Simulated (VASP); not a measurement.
# Si3C (P6/mmm) in VASP: notebook

Aim: see how the results for Si3C move with the level of theory and the settings. Levels: PBE+D3, PBE+D3(BJ). Tasks: relaxation of cell and atoms.

All numbers are computed with VASP 6.6.1; they aren't measurements. Logs are shortened: lines on timing, memory, paths and dates and some standing lists are left out, and cuts for length are marked.

### 1 The structure

Symmetry: P6/mmm, No. 191, hexagonal system. The conventional cell has a = 4.915 Å, b = 4.915 Å, c = 2.433 Å, α = 90.00°, β = 90.00°, γ = 120.00°. Si (site symmetry mmm) is surrounded by 6 Si at 2.43 to 2.46 Å and 2 C at 2.46 Å. C (site symmetry 6/mmm) has 2 C at 2.43 Å and 6 Si at 2.46 Å as nearest neighbours.

The cell was built by a generator and needn't be a form met in nature.

### 2 Relaxation of cell and atoms, PBE+D3

Contents of INCAR:

```
SYSTEM = Si3C
ALGO = Normal
EDIFF = 1E-6
EDIFFG = -0.005
ENCUT = 600
GGA = PE
IBRION = 2
ISIF = 3
ISMEAR = -1
IVDW = 11
LASPH = .TRUE.
LCHARG = .FALSE.
LREAL = .FALSE.
LWAVE = .FALSE.
NELM = 80
NSW = 60
PREC = Accurate
SIGMA = 0.05
```

Contents of KPOINTS:

```
k-points
0
G
  5 5 8
  0 0 0
```

Contents of POSCAR:

```
Si3C
1.0
    4.9148000000      0.0000000000      0.0000000000
   -2.4574000000      4.2563400000      0.0000000000
    0.0000000000      0.0000000000      2.4331100000
Si C
3 1
Direct
    0.5000000000      0.0000000000      0.5000000000
    0.0000000000      0.5000000000      0.5000000000
    0.5000000000      0.5000000000      0.5000000000
    0.0000000000      0.0000000000      0.5000000000
```

Potentials or basis: VASP PAW PBE potentials, release 64 (Si, C).

Started as:

```
$ cat potpaw_PBE.64/Si/POTCAR potpaw_PBE.64/C/POTCAR > POTCAR
$ mpirun -np 1 vasp_std > vasp.out
```

OUTCAR:

```text
SYSTEM = Si3C
   EDIFF = 1E-6
   EDIFFG = -0.005
   ENCUT = 600
   GGA = PE
   IBRION = 2
   ISIF = 3
   ISMEAR = -1
   IVDW = 11
   LASPH = .TRUE.
   LREAL = .FALSE.
   NELM = 80
   NSW = 60
   PREC = Accurate
 IVDW          = 11

 ion  position               nearest neighbor table
   1  0.500  0.000  0.500-   2 2.46   3 2.46   3 2.46   2 2.46   4 2.46   4 2.46
   2  0.000  0.500  0.500-   1 2.46   4 2.46   4 2.46   1 2.46   3 2.46   3 2.46
   3  0.500  0.500  0.500-   1 2.46   4 2.46   1 2.46   4 2.46   2 2.46   2 2.46
   4  0.000  0.000  0.500-   2 2.46   3 2.46   2 2.46   3 2.46   1 2.46   1 2.46

  LATTYP: Found a hexagonal cell.
 ALAT       =     4.9148000000
 C/A-ratio  =     0.4950577847

  Lattice vectors:

 A1 = (   4.9148000000,   0.0000000000,   0.0000000000)
 A2 = (  -2.4574000000,   4.2563400000,   0.0000000000)
 A3 = (   0.0000000000,   0.0000000000,   2.4331100000)

Analysis of symmetry for initial positions (statically):
=====================================================================
 Subroutine PRICEL returns:
 Original cell was already a primitive cell.

 Routine SETGRP: Setting up the symmetry group for a
 hexagonal supercell.

 Subroutine GETGRP returns: Found 24 space group operations
 (whereof 24 operations were pure point group operations)
 out of a pool of 24 trial point group operations.

The static configuration has the point symmetry D_6h.

Analysis of symmetry for dynamics (positions and initial velocities):
=====================================================================
 Subroutine PRICEL returns:
 Original cell was already a primitive cell.

 Routine SETGRP: Setting up the symmetry group for a
 hexagonal supercell.

 Subroutine GETGRP returns: Found 24 space group operations
 (whereof 24 operations were pure point group operations)
 out of a pool of 24 trial point group operations.

The dynamic configuration has the point symmetry D_6h.

 Subroutine INISYM returns: Found 24 space group operations
 (whereof 24 operations are pure point group operations),
 and found     1 'primitive' translations

----------------------------------------------------------------------------------------

                                     Primitive cell

  volume of cell :      50.8984

  direct lattice vectors                    reciprocal lattice vectors
     4.914800000  0.000000000  0.000000000     0.203467079  0.117471819  0.000000000
    -2.457400000  4.256340000  0.000000000     0.000000000  0.234943637  0.000000000
     0.000000000  0.000000000  2.433110000     0.000000000  0.000000000  0.410996626

  length of vectors
     4.914800000  4.914798567  2.433110000     0.234943569  0.234943637  0.410996626

  position of ions in fractional coordinates (direct lattice)
     0.500000000  0.000000000  0.500000000
     0.000000000  0.500000000  0.500000000
     0.500000000  0.500000000  0.500000000
     0.000000000  0.000000000  0.500000000

  ion indices of the primitive-cell ions
   primitive index   ion index
                 1           1
                 2           2
                 3           3
                 4           4

----------------------------------------------------------------------------------------

 KPOINTS: k-points

Automatic generation of k-mesh.
 Grid dimensions read from file:
 generate k-points for:    5    5    8

 Generating k-lattice:

  Cartesian coordinates                     Fractional coordinates (reciprocal lattice)
     0.040693416  0.023494364  0.000000000     0.200000000 -0.000000000  0.000000000
     0.000000000  0.046988727  0.000000000     0.000000000  0.200000000  0.000000000
     0.000000000  0.000000000  0.051374578     0.000000000  0.000000000  0.125000000

  Length of vectors
     0.046988714  0.046988727  0.051374578

  Shift w.r.t. Gamma in fractional coordinates (k-lattice)
     0.000000000  0.000000000  0.000000000

 Subroutine IBZKPT returns following result:
 ===========================================

 Found     25 irreducible k-points:

 Following reciprocal coordinates:
            Coordinates               Weight
  0.000000  0.000000  0.000000      1.000000
  0.200000 -0.000000  0.000000      6.000000
  0.400000 -0.000000  0.000000      6.000000
  0.200000  0.200000  0.000000      6.000000
  0.400000  0.200000  0.000000      6.000000
  0.000000  0.000000  0.125000      2.000000
[... 16 lines left out ...]
  0.400000 -0.000000  0.500000      6.000000
  0.200000  0.200000  0.500000      6.000000
   k-points           NKPTS =     25   k-points in BZ     NKDIM =     25   number of bands    NBANDS=     12
   number of dos      NEDOS =    301   number of ions     NIONS =      4
   total plane-waves  NPLWV =  32000
   dimension x,y,z NGX =    40 NGY =   40 NGZ =   20
   dimension x,y,z NGXF=    80 NGYF=   80 NGZF=   40
   ions per type =               3   1
   NGX,Y,Z   is equivalent  to a cutoff of  13.53, 13.53, 13.67 a.u.
   NGXF,Y,Z  is equivalent  to a cutoff of  27.06, 27.06, 27.33 a.u.
 SYSTEM =  Si3C
   PREC   = accura    normal or accurate (medium, high low for compatibility)
   ISTART =      0    job   : 0-new  1-cont  2-samecut
   ICHARG =      2    charge: 1-file 2-atom 10-const
   ISPIN  =      1    spin polarized calculation?
   LNONCOLLINEAR =      F non collinear calculations
   LSORBIT =      F    spin-orbit coupling
   LASPH  =      T    aspherical Exc in radial PAW
   ENCUT  =  600.0 eV  44.10 Ry    6.64 a.u.   9.82  9.82  4.86*2*pi/ulx,y,z
   NELM   =     80;   NELMIN=  2; NELMDL= -5     # of ELM steps
   EDIFF  = 0.1E-05   stopping-criterion for ELM
   LREAL  =      F    real-space projection
   EDIFFG = -.5E-02   stopping-criterion for IOM
   NSW    =     60    number of steps for IOM
   IBRION =      2    ionic relax: 0-MD 1-quasi-New 2-CG
   NFREE  =      1    steps in history (QN), initial steepest desc. (CG)
   ISIF   =      3    stress and relaxation
   ISYM   =      2    0-nonsym 1-usesym 2-fastsym
   POTIM  = 0.5000    time-step for ionic-motion
   TEBEG  =    0.0;   TEEND  =   0.0 temperature during run
   PSTRESS=    0.0 pullay stress
   NELECT =      16.0000    total number of electrons
   NUPDOWN=      -1.0000    fix difference up-down
   EMIN   =  10.00;   EMAX   =-10.00  energy-range for DOS
   EFERMI =   0.00;   METHOD = LEGACY
   ISMEAR =    -1;   SIGMA  =   0.05  broadening in eV -4-tet -1-fermi 0-gaus
   EFERMI_NEDOS =   21; number of points for ismear=-14 and -15
   IALGO  =     38    algorithm
   IMIX   =      4    mixing-type and parameters
     AMIX     =   0.40;   BMIX     =  1.00
     AMIX_MAG =   1.60;   BMIX_MAG =  1.00
  volume/ion in A,a.u.               =      12.72        85.87
  Fermi-wavevector in a.u.,A,eV,Ry     =   1.113132  2.103515 16.858488  1.239064
  Thomas-Fermi vector in A             =   2.249714
   LORBIT       =      0    0 simple, 1 ext, 2 COOP (PROOUT), +10 PAW based schemes
   GGA     = PE    functional components
   LHFCALC =     F    Hartree Fock is set to
   AEXX    =    0.0000 exact exchange contribution
   IVDW    =    11    specifies the selected vdW correction
   LEPSILON=     F    determine dielectric tensor
   LRPA    =     F    only Hartree local field effects (RPA)
 conjugate gradient relaxation of ions
 non-spin polarized calculation
  energy-cutoff  :      600.00
  volume of cell :       50.90
 maximum number of plane-waves:      1714
 NGX is ok and might be reduce to    40
   NGX = 19   NGY = 19   NGZ =  9

--------------------------------------- Ionic step        1  -------------------------------------------

 number of electron      16.0000000 magnetization

 Free energy of the ion-electron system (eV)
  ---------------------------------------------------
  ext. energy  EPLUGINS =         0.00000000
  ---------------------------------------------------
  free energy    TOTEN  =       -20.57841602 eV

  energy without entropy =      -20.56360021  energy(sigma->0) =      -20.57100811

------------------------ aborting loop because EDIFF is reached ----------------------------------------

 Edisp (eV)   -0.68936

 E8    (eV) :    -0.3253

  FORCE on cell =-STRESS in cart. coord.  units (eV):
  Direction    XX          YY          ZZ          XY          YZ          ZX
  --------------------------------------------------------------------------------------
  -------------------------------------------------------------------------------------
  Total      -1.27132    -1.27132     0.61618     0.00000     0.00000     0.00000
  in kB     -40.01870   -40.01867    19.39614     0.00000     0.00000     0.00000
  external pressure =      -20.21 kB  Pullay stress =        0.00 kB
[... 275 lines left out ...]
  energy  without entropy=      -21.2845628936  energy(sigma->0) =      -21.28860167

--------------------------------------- Ionic step        8  -------------------------------------------

 number of electron      16.0000000 magnetization

 Free energy of the ion-electron system (eV)
  ---------------------------------------------------
  ext. energy  EPLUGINS =         0.00000000
  ---------------------------------------------------
  free energy    TOTEN  =       -20.59218000 eV

  energy without entropy =      -20.58411753  energy(sigma->0) =      -20.58814876

 E-fermi :   9.4200     XC(G=0): -11.3825

 val. band max:        9.4195037519   @ k =   0.2000   0.2000   0.3750
 cond. band min:       9.5972614551   @ k =   0.2000  -0.0000   0.5000
 fundamental gap:      0.1777577032
 Fermi energy:         9.4199956322

 k-point     1 :       0.0000    0.0000    0.0000
  band No.  band energies     occupation
      1      -5.5706      2.00000
      2       0.6693      2.00000
      3       1.9145      2.00000
      4       2.6770      2.00000
      5       2.6770      2.00000
      6       2.8204      2.00000
      7       2.8204      2.00000
      8      13.4195      0.00000
      9      13.8593      0.00000
     10      13.8594      0.00000
     11      16.2190      0.00000
     12      17.7370      0.00000
[... 331 lines left out ...]
 k-point    24 :       0.2000    0.2000    0.5000
  band No.  band energies     occupation
      1      -0.5504      2.00000
      2       2.1902      2.00000
      3       2.7659      2.00000
      4       3.1814      2.00000
      5       5.5195      2.00000
      6       5.9601      2.00000
      7       6.6020      2.00000
      8       7.4413      2.00000
      9       8.5560      2.00000
     10      11.4148      0.00000
     11      12.3963      0.00000
     12      12.6733      0.00000

 [... further k-points ...]

------------------------ aborting loop because EDIFF is reached ----------------------------------------

 Edisp (eV)   -0.70047

 E8    (eV) :    -0.3330

  FORCE on cell =-STRESS in cart. coord.  units (eV):
  Direction    XX          YY          ZZ          XY          YZ          ZX
  --------------------------------------------------------------------------------------
  -------------------------------------------------------------------------------------
  Total       0.01262     0.01262    -0.00179     0.00000     0.00000     0.00000
  in kB       0.40610     0.40610    -0.05775     0.00000     0.00000     0.00000
  external pressure =        0.25 kB  Pullay stress =        0.00 kB
[... 19 lines left out ...]
  FREE ENERGIE OF THE ION-ELECTRON SYSTEM (eV)
  ---------------------------------------------------
  free  energy   TOTEN  =       -21.2926488761 eV

  energy  without entropy=      -21.2845863996  energy(sigma->0) =      -21.28861764

 reached required accuracy - stopping structural energy minimisation
```

Wall time 25 s (1 thread of AMD EPYC 9R45 (Zen 5), shared host); peak memory 0.15 GiB.

What came out:

```
Free energy                            : -21.2926 eV
Relaxed volume                         : 12.45 Å³/atom
Relaxed cell                           : a = 4.842 Å, b = 4.842 Å, c = 2.452 Å, α = 90.00°, β = 90.00°, γ = 120.00°
Space group after relaxing (to 0.05 Å) : P6/mmm (No. 191)
Energy gained by relaxing              : 6.2 meV/atom
Ionic steps                            : 8
Pressure after relaxing                : 0.0 GPa
Band gap on the k mesh                 : none (metal or under the smearing width)
Dispersion energy per atom             : -0.175 eV
```

Step by step:
```csv
step,energy change (eV),largest force (eV/Å),pressure (GPa),volume (Å³)
1,0.0000,0.0000,-2.02,50.90
2,-0.0248,0.0000,0.21,49.72
3,-0.0249,0.0000,0.09,49.76
4,-0.0248,0.0000,0.03,49.78
5,-0.0249,0.0000,-0.09,49.83
6,-0.0249,0.0000,-0.06,49.81
7,-0.0249,0.0000,-0.05,49.81
8,-0.0249,0.0000,0.03,49.78
```

Final structure:
```
Si C
1.0
     4.84230    0.00000    0.00000
    -2.42115    4.19355    0.00000
     0.00000    0.00000    2.45161
Si C
3 1
Direct
  0.50000 0.00000 0.50000
  0.00000 0.50000 0.50000
  0.50000 0.50000 0.50000
  0.00000 0.00000 0.50000
```

Levels at points of the mesh, in eV from the Fermi level:
```tsv
k point	band 6	band 7	band 8	band 9	band 10	band 11
(0.00, 0.00, 0.00)	-6.60	-6.60	4.00	4.44	4.44	6.80
(0.00, 0.00, 0.50)	-3.59	-1.70	-1.40	-1.40	-0.76	-0.76
```

Caveat: pairwise dispersion overbinds metals, which lowers pressure and volume.

### 3 Relaxation of cell and atoms, PBE+D3(BJ)

Changes to INCAR since step 2:

```diff
@@ -9,3 +9,3 @@
 ISMEAR = -1
-IVDW = 11
+IVDW = 12
 LASPH = .TRUE.
```

KPOINTS is that of step 2.

POSCAR is that of step 2.

Potentials or basis: VASP PAW PBE potentials, release 64 (Si, C).

Started as:

```
$ cat potpaw_PBE.64/Si/POTCAR potpaw_PBE.64/C/POTCAR > POTCAR
$ mpirun -np 1 vasp_std > vasp.out
```

Wall time 27 s (1 thread of AMD EPYC 9R45 (Zen 5), shared host); peak memory 0.16 GiB.

It converged, with:

```yaml
Free_energy: -22.1303 eV
Relaxed_volume: 12.22 Å³/atom
Relaxed_cell: a = 4.815 Å, b = 4.815 Å, c = 2.435 Å, α = 90.00°, β = 90.00°, γ = 120.00°
Space_group_after_relaxing_to_0.05_Å: P6/mmm (No. 191)
Energy_gained_by_relaxing: 11.1 meV/atom
Ionic_steps: 8
Pressure_after_relaxing: 0.0 GPa
Band_gap_on_the_k_mesh: none (metal or under the smearing width)
Dispersion_energy_per_atom: -0.389 eV
```

The path:
| step | energy change (eV) | largest force (eV/Å) | pressure (GPa) | volume (Å³) |
| --- | --- | --- | --- | --- |
| 1 | 0.0000 | 0.0000 | -3.87 | 50.90 |
| 2 | -0.0435 | 0.0000 | 0.77 | 48.66 |
| 3 | -0.0437 | 0.0000 | 0.39 | 48.77 |
| 4 | -0.0440 | 0.0000 | -0.05 | 48.92 |
| 5 | -0.0443 | 0.0000 | 0.12 | 48.86 |
| 6 | -0.0443 | 0.0000 | 0.12 | 48.86 |
| 7 | -0.0443 | 0.0000 | -0.09 | 48.92 |
| 8 | -0.0443 | 0.0000 | -0.01 | 48.90 |

Final structure:
```
Si C
1.0
     4.81518    0.00000    0.00000
    -2.40759    4.17007    0.00000
     0.00000    0.00000    2.43522
Si C
3 1
Direct
  0.50000 0.00000 0.50000
  0.00000 0.50000 0.50000
  0.50000 0.50000 0.50000
  0.00000 0.00000 0.50000
```

Levels at points of the mesh, in eV from the Fermi level:
| k point | band 5 | band 6 | band 7 | band 8 | band 9 | band 10 | band 11 | band 12 |
| --- | --- | --- | --- | --- | --- | --- | --- | --- |
| (0.00, 0.00, 0.00) | -6.78 | -6.72 | -6.72 | 4.07 | 4.50 | 4.50 | 6.82 | 8.44 |
| (0.00, 0.00, 0.50) | -3.64 | -3.64 | -1.76 | -1.43 | -1.43 | -0.67 | -0.67 | 1.01 |

Caveat: pairwise dispersion overbinds metals, which lowers pressure and volume.

### 4 The reference run

An earlier run on the cell as given: functional PBE; potentials or basis VASP PAW PBE potentials, release 64 (Si, C); cutoff 520 eV; k mesh 6 × 6 × 11; occupations fermi-dirac, width 0.05 eV; no spin polarisation.

* Pressure: -0.3 GPa
* Band gap on the k mesh: none (metal or under the smearing width)

### 5 Overview

| task | level | cell | k mesh | cutoff (eV) | gap on the mesh (eV) | pressure (GPa) | relaxed volume (Å³/atom) |
| --- | --- | --- | --- | --- | --- | --- | --- |
| relaxation of cell and atoms | PBE+D3 | relaxed | 5 × 5 × 8 | 600 | none | 0.0 | 12.45 |
| relaxation of cell and atoms | PBE+D3(BJ) | relaxed | 5 × 5 × 8 | 600 | none | 0.0 | 12.22 |
| single point | PBE | as given | 6 × 6 × 11 | 520 | none | -0.3 | - |

Alike in all rows: potentials or basis VASP PAW PBE potentials, release 64 (Si, C); no spin polarisation; smearing fermi-dirac 0.05 eV.

Caveats: pairwise dispersion overbinds metals, which lowers pressure and volume (some runs).

Absolute energies hang on the potentials; compare differences alone.
